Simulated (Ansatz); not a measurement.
# SiNi2: the cost of one run

Program: Ansatz 0.2.0. Level of theory: DFT PBEsol, scalar-relativistic, plane waves, PAW. These are calculated values, not measurements.

1 further run of the same task is left out (set aside as unsound or not needed). Runs told in other sessions of the task aren't counted.

### 1 The starting structure

Symmetry: P6_3/mmc, No. 194, hexagonal system. The conventional cell has a = 3.868 Å, b = 3.868 Å, c = 4.917 Å, α = 90.00°, β = 90.00°, γ = 120.00°. Around Si (site symmetry -6m2) lie 11 Ni at 2.23 to 2.55 Å. Around Ni (site symmetry -3m) lie 8 Ni at 2.46 to 2.55 Å and 6 Si at 2.55 Å. Around Ni (site symmetry -6m2) lie 5 Si at 2.23 to 2.46 Å and 6 Ni at 2.55 Å.

Coordinates:

```
CELL_PARAMETERS angstrom
3.86846 0.00000 0.00000
-1.93423 3.35019 0.00000
0.00000 0.00000 4.91699
ATOMIC_POSITIONS crystal
Si 0.33333 0.66667 0.75000
Si 0.66667 0.33333 0.25000
Ni 0.00000 0.00000 0.00000
Ni 0.00000 0.00000 0.50000
Ni 0.33333 0.66667 0.25000
Ni 0.66667 0.33333 0.75000
```

This cell was relaxed beforehand with the same method: volume 10.62 Å³/atom, gap on the mesh none (metal).

### 2 Zero of energy

The reference gives a free energy of -24466.3665 eV, pressure 0.02 GPa, largest force 0.000 eV/Å and gap on the mesh none (metal). It was computed beforehand with the settings of the runs below.

### 3 Zone-centre phonons by finite displacements

File input.yaml:

```yaml
crystal:
  lattice:
    - [3.8684636248, 0.0, 0.0]
    - [-1.9342318124, 3.3501877727, 0.0]
    - [0.0, 0.0, 4.9169852794]
  atoms:
    - { symbol: Si, position: [0.3333333333, 0.6666666667, 0.75] }
    - { symbol: Si, position: [0.6666666667, 0.3333333333, 0.25] }
    - { symbol: Ni, position: [0.0, 0.0, 0.0] }
    - { symbol: Ni, position: [0.0, 0.0, 0.5] }
    - { symbol: Ni, position: [0.3333333333, 0.6666666667, 0.25] }
    - { symbol: Ni, position: [0.6666666667, 0.3333333333, 0.75] }
basis:
  ecutwfc: 420
kpoints:
  mp_grid: { grid: [12, 12, 10] }
hamiltonian:
  xc: pbesol
scf:
  occupations: { method: gaussian, width: 0.15 }
output:
  eigenvalues: true
phonons:
  method: fd
  supercell: [1, 1, 1]
  amplitude: 0.02
  eigenvectors: true
  dielectric: false
```

Run with:

```sh
ansatz run input.yaml --threads 2 --pin off --max-ram 5120MiB --backend cpu --events-out ev --progress --plain --runs-dir out
```

**Question.** How long does this run take on 2 threads of Intel Xeon at 2.50GHz (Skylake/Cascade Lake), shared host, and how much memory does it need?

About 6 min, with a peak of 1.3 GiB.
